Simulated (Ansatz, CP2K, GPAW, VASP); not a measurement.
# Mg: 5 runs at one level of theory

```xyz
2
Lattice="3.2093 0.0000 0.0000 -1.6046 2.7793 0.0000 0.0000 0.0000 5.2103" Properties=species:S:1:pos:R:3 pbc="T T T"
Mg    1.6047    0.9264    3.9077
Mg    0.0000    1.8529    1.3026
```

Alike in all runs: task band structure; functional PBE; k mesh 10 × 10 × 5; occupations fermi-dirac, width 0.05 eV; no spin polarisation; no spin-orbit coupling. Pressure is positive in compression and, in plane waves, holds the error of the finite cutoff, which Ansatz's Pulay term estimates and takes out.

```csv
program and potentials,plane-wave cutoff (eV),notes,pressure (GPa)
"CP2K, POTENTIAL_UZH Mg GTH-PBE-q10; TZVP-MOLOPT-PBE-GTH basis",-,atomic basis; 10 valence electrons an atom on average,0.66
"VASP, PBE PAW files Mg_pv, 520 eV",520,8 valence electrons an atom on average,?
"Ansatz, Ansatz PAW (files of its older set among them)",760,10 valence electrons an atom on average,-0.39
"Ansatz, PseudoDojo standard (PBE files)",1143,10 valence electrons an atom on average; Pulay term of +0.03 GPa included,-0.34
"GPAW, GPAW PAW data sets (gpaw-data 1.2.1)",800,10 valence electrons an atom on average,-0.45
```

Task: Estimate from the other rows what the run with VASP, PBE PAW files Mg_pv, 520 eV gave.

Result: Pressure -0.50 GPa. The other rows, which needn't bracket it: pressure -0.45 to 0.66.
